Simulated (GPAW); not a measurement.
# Te2Mo (P6_3/mmc) in GPAW: settings compared, part 3 of 3

GPAW 26.7.0. Earlier steps stand in the parts before.

## 5. Band structure, vdW-DF2, spin-orbit coupling, no magnetisation

Contents of run.py:

```python
import numpy as np
from ase.dft.bandgap import bandgap
from ase.io import read, write
from gpaw import GPAW, PW
from gpaw.spinorbit import soc_eigenstates

atoms = read('Te2Mo.xyz')

calc = GPAW(mode=PW(600),
            xc={'name': 'vdW-DF2', 'backend': 'libvdwxc'},
            kpts={'size': (5, 5, 2), 'gamma': True},
            occupations={'name': 'fermi-dirac', 'width': 0.05},
            nbands=46,
            convergence={'density': 1e-05, 'energy': 1e-05},
            maxiter=150,
            txt='gpaw.txt')
atoms.calc = calc
energy = atoms.get_potential_energy()
forces = atoms.get_forces()
calc.write('gs.gpw')
write('result.traj', atoms)
print(f'Energy: {energy:.6f} eV')
print('Forces (eV/A):')
print(forces.round(4))
print('Fermi level:', round(calc.get_fermi_level(), 4), 'eV')
print(f'Gap: {bandgap(calc)[0]:.4f} eV, direct: {bandgap(calc, direct=True)[0]:.4f} eV')

path = atoms.cell.bandpath('GMKGALHA,LM,KH', npoints=80, eps=1e-4)
bs_calc = calc.fixed_density(kpts=path, symmetry='off', nbands=73,
                             convergence={'bands': 'CBM+6.0', 'eigenstates': 1e-6}, txt='bands.txt')
bs = bs_calc.band_structure()
bs.write('bs.json')
print(f'Gap on the path: {bandgap(bs_calc)[0]:.4f} eV')

soc = soc_eigenstates(bs_calc, theta=90, phi=45)
np.savetxt('soc_bands.dat', soc.eigenvalues(), fmt='%.4f')
mesh = soc_eigenstates('gs.gpw', theta=90, phi=45)
np.savetxt('soc_mesh.dat', mesh.eigenvalues(), fmt='%.4f')
print('Fermi level with spin-orbit coupling:', round(mesh.fermi_level, 4), 'eV')
```

Contents of Te2Mo.xyz:

```xyz
6
Lattice="3.5182000000 0.0000000000 0.0000000000 -1.7591000000 3.0468505756 0.0000000000 0.0000000000 0.0000000000 13.9736000000" Properties=species:S:1:pos:R:3 pbc="T T T"
Te     1.7591000002      1.0156168584      5.2959944000
Te    -0.0000000002      2.0312337172     12.2827944000
Te     1.7591000002      1.0156168584      1.6908056000
Te    -0.0000000002      2.0312337172      8.6776056000
Mo     1.7591000002      1.0156168584     10.4802000000
Mo    -0.0000000002      2.0312337172      3.4934000000
```

Potentials or basis: GPAW PAW data sets (gpaw-data 1.2.1), pw.

The run is started by

```bash
$ OMP_NUM_THREADS=1 python run.py
```

gpaw.txt:

```text
__  _  _
 | _ |_)|_||  |
 |__||  | ||/\| - 26.7.0

Input parameters:
  mode=PW(ecut=600.0),
  convergence={'density': 1e-05, 'energy': 1e-05},
  kpts=MonkhorstPack(size=(5, 5, 2), gamma=True),
  maxiter=150,
  nbands=46,
  occupations=Occupations(name='fermi-dirac', width=0.05),
  xc=XC(name='vdW-DF2', backend='libvdwxc')

Diagonalizing LCAO Hamiltonian
Converting LCAO to pw mode

        Te

           Mo

        Te

           Te

        Mo

           Te

Atoms  # Å, Bohr magnetons
|   | symbol |         x |        y |         z |    initial magnetic moments |
|---|--------|-----------|----------|-----------|-----------------------------|
[... 175 lines left out ...]
|iter:   9| | -648.236442 | -5.28 | -3.14 |
|iter:  10| | -648.236443c| -6.46 | -3.96 |
|iter:  11| | -648.236443c| -7.48c| -4.48 |
|iter:  12| | -648.236443c| -7.58c| -4.99 |
|iter:  13| | -648.236443c| -8.16c| -5.55c|

Converged in 13 steps
Energy contributions relative to reference atoms: (reference = -959430.878998)

Energy contributions:
  Kinetic:          60.682834
  Coulomb:         -63.124337
  Zero:             -0.610461
  External:          0.000000
  Xc:             -645.184436
  Entropy:          -0.000087
  Spinorbit:         0.000000
  ----------------------------
  Free energy:    -648.236486
  Extrapolated:   -648.236443

dipole moment: (-0.000099, -0.000172, -0.000789)  # |e|*Ang

Fermi level: 8.617
Eigenvalues  # (at kpt = [0.000, 0.000, 0.000])
| band index |      eig [eV] | occ [0-2] |
|------------|---------------|-----------|
|          0 |       -52.771 |     2.000 |
|        ... |               |           |
|         18 |         6.476 |     2.000 |
|         19 |         7.225 |     2.000 |
|         20 |         7.225 |     2.000 |
|         21 |         7.261 |     2.000 |
|         22 |         7.261 |     2.000 |
|         23 |         7.289 |     2.000 |
[... 8 lines left out ...]
|         32 |        11.563 |     0.000 |
|         33 |        11.563 |     0.000 |
|        ... |               |           |
|         45 |        19.556 |     0.000 |

Gap: 0.703 eV
Transition (v -> c):
  (s=0, k=0, n=25, [0.00, 0.00, 0.00]) -> (s=0, k=4, n=26, [0.40, -0.20, 0.00])
Direct/indirect transitions are different
Direct gap: 1.314 eV
Transition at: (s=0, k=4, n=25, [0.40, -0.20, 0.00])

Forces  # eV/Ang
|        x |        y |        z |
|----------|----------|----------|
|  0.00000 | -0.00000 |  0.92552 |  # Te   0
| -0.00000 |  0.00000 |  0.92554 |  # Te   1
|  0.00000 | -0.00000 | -0.92554 |  # Te   2
| -0.00000 |  0.00000 | -0.92552 |  # Te   3
|  0.00000 | -0.00000 | -0.00001 |  # Mo   4
|  0.00000 |  0.00000 |  0.00001 |  # Mo   5

# Writing to gs.gpw (mode='')
```

bands.txt:

```text
Diagonalizing LCAO Hamiltonian
Converting LCAO to pw mode
convergence criteria:
- Maximum integral of absolute [eigenst]ate change: 1e-06 eV^2 / valence electron
maximum number of iterations: 150

SCF iterations
|iter     | |      energy | eigst |  dens |
[... 88 lines left out ...]
         [0.02083333, 0.02083333, 0.5       ],
         [0.        , 0.        , 0.5       ],
         [0.5       , 0.        , 0.5       ],
         [0.5       , 0.        , 0.25      ],
         [0.5       , 0.        , 0.        ],
         [0.33333333, 0.33333333, 0.        ],
         [0.33333333, 0.33333333, 0.16666667],
         [0.33333333, 0.33333333, 0.33333333],
         [0.33333333, 0.33333333, 0.5       ]])),
  maxiter=150,
  nbands=73,
  occupations=Occupations(name='fermi-dirac', width=0.05),
  symmetry=Symmetry(point_group=False, time_reversal=False),
  xc=XC(name='vdW-DF2', backend='libvdwxc')
```

Run time: 5.6 min. Hardware: 1 thread of Arm Neoverse V1, shared host; peak memory 0.98 GiB.

Results:

- Free energy: -648.2365 eV
- Largest force: 0.926 eV/Å
- Band gap on the k mesh: 0.69 eV, indirect (least direct gap 1.24 eV)
- Band gap along the path: 0.69 eV, indirect (least direct gap 0.96 eV)

Forces on the atoms (eV/Å):
```
Te   0.000  0.000  0.926
Te   0.000  0.000  0.926
Te   0.000  0.000 -0.926
Te   0.000  0.000 -0.926
Mo   0.000  0.000  0.000
Mo   0.000  0.000  0.000
```

Levels at the corners of the path, in eV from the valence-band top:
```
point  band 50  band 51  band 52  band 53  band 54  band 55
    Γ    -0.39     0.00     0.00     2.43     2.43     2.57
    M    -0.61    -0.36    -0.36     1.15     1.15     1.21
    K    -0.39    -0.09    -0.09     0.87     0.87     0.90
    Γ    -0.39     0.00     0.00     2.43     2.43     2.57
    A    -0.10    -0.10    -0.10     2.47     2.48     2.48
    L    -0.49    -0.49    -0.49     1.17     1.17     1.17
    H    -0.37    -0.15    -0.15     0.88     0.88     0.92
    A    -0.10    -0.10    -0.10     2.47     2.48     2.48
    L    -0.49    -0.49    -0.49     1.17     1.17     1.17
    M    -0.61    -0.36    -0.36     1.15     1.15     1.21
    K    -0.39    -0.09    -0.09     0.87     0.87     0.90
    H    -0.37    -0.15    -0.15     0.88     0.88     0.92
```

Caveat: the k mesh is coarse; spin-orbit coupling was added after a scalar SCF, so levels and gaps hold it while energy, forces, pressure and moments don't; this program's spin-orbit splittings come out too wide for heavy elements; the PAW data sets were made with another functional, which shifts forces and pressure a little.

## 6. Overview

| task | level | potentials or basis | spin | band path | band points | spin axis theta (degrees) | spin axis phi (degrees) | eigensolver | gap on the mesh (eV) | largest force (eV/Å) |
| --- | --- | --- | --- | --- | --- | --- | --- | --- | --- | --- |
| band structure | vdW-DF-cx | GPAW PAW data sets (gpaw-data 1.2.1), pw | SOC, no magnetisation | GMKGALHA,LM,KH | 80 | 0 | 0 | - | 0.66 | 0.16 |
| band structure | revTPSS | GPAW PAW data sets (gpaw-data 1.2.1), pw | SOC, no magnetisation | GMKGALHA,LM,KH | 60 | 54.7 | 45 | davidson | 0.67 | 0.02 |
| equation of state | PBE | PAW data sets generated in the run's folder for this functional, pw | off | - | - | - | - | - | - | - |
| band structure | vdW-DF2 | GPAW PAW data sets (gpaw-data 1.2.1), pw | SOC, no magnetisation | GMKGALHA,LM,KH | 80 | 90 | 45 | - | 0.69 | 0.93 |

Alike in all rows: cell as given; k mesh 5 × 5 × 2; cutoff (eV) 600; smearing fermi-dirac 0.05 eV; the mesh is coarse, so values aren't converged.

Caveats: some runs use coarse meshes; spin-orbit coupling was added after a scalar SCF, so levels and gaps hold it while energy, forces, pressure and moments don't (some runs); this program's spin-orbit splittings come out too wide for heavy elements (some runs); the PAW data sets were made with another functional, which shifts forces and pressure a little (some runs).

Absolute energies hang on the potentials; compare differences alone.

## 7. Comparison with measurements

Step 2. Measured gap of Te2Mo: 0.88 eV (indirect; 300 K; quoted in “Broadband infrared study of pressure-tunable Fano resonance and metallization transition in 2H-MoTe2”, 2022, pmc:9569381). This calculation gives 0.66 eV (-0.22 eV). The value is that of vdW-DF-cx, without temperature or zero-point motion.

Step 3. The gap isn't set beside the deposited one, since this odd mesh misses points on the zone boundary.

Step 5. A measured gap of Te2Mo is 0.88 eV (indirect; 300 K; quoted in “Broadband infrared study of pressure-tunable Fano resonance and metallization transition in 2H-MoTe2”, 2022, pmc:9569381); the calculated 0.69 eV misses it by -0.19 eV. The value is that of vdW-DF2, without temperature or zero-point motion.
